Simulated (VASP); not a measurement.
Pd under changes of volume

One of the cells (15.045 Å³/atom); the others are scaled copies at fixed shape and fractional positions:

```
Pd
1.0
     0.00000    1.95939    1.95939
     1.95939    0.00000    1.95939
     1.95939    1.95939    0.00000
Pd
1
Direct
  0.00000 0.00000 0.00000
```

* Program: VASP 6.6.1
* Functional: r2SCAN
* Potentials or basis: VASP PAW PBE potentials, release 64 (Pd)
* Cutoff: 520 eV
* k mesh: 12 × 12 × 12
* Occupations: fermi-dirac, width 0.05 eV
* Spin: no spin polarisation

| volume (Å³/atom) | energy over the lowest point (meV/atom) | pressure (GPa) |
| --- | --- | --- |
| 13.865 | 54.94 | 17.6 |
| 14.160 | 27.82 | 12.0 |
| 14.455 | ? | ? |
| 15.045 | 0.00 | -1.0 |
| 15.340 | 5.15 | -4.3 |
| 15.635 | 16.08 | -7.3 |

**Question.** What does the run at 14.455 Å³/atom give?

**Answer.** Energy over the lowest point 10.38 meV/atom; pressure 7.2 GPa.

Worked out: A Birch-Murnaghan fit of order 3 (a polynomial in V^(-2/3)) to the other rows has its minimum at 14.96 Å³/atom with B0 = V·E''(V) = 188 GPa and B' = 5.5. It gives 10.37 meV/atom at 14.455 Å³/atom, against the run's 10.38, and -dE/dV = 7.1 GPa, against 7.2.

Energies are extrapolated to zero smearing.

Caveats: the PAW data sets were made with another functional, which shifts forces and pressure a little.
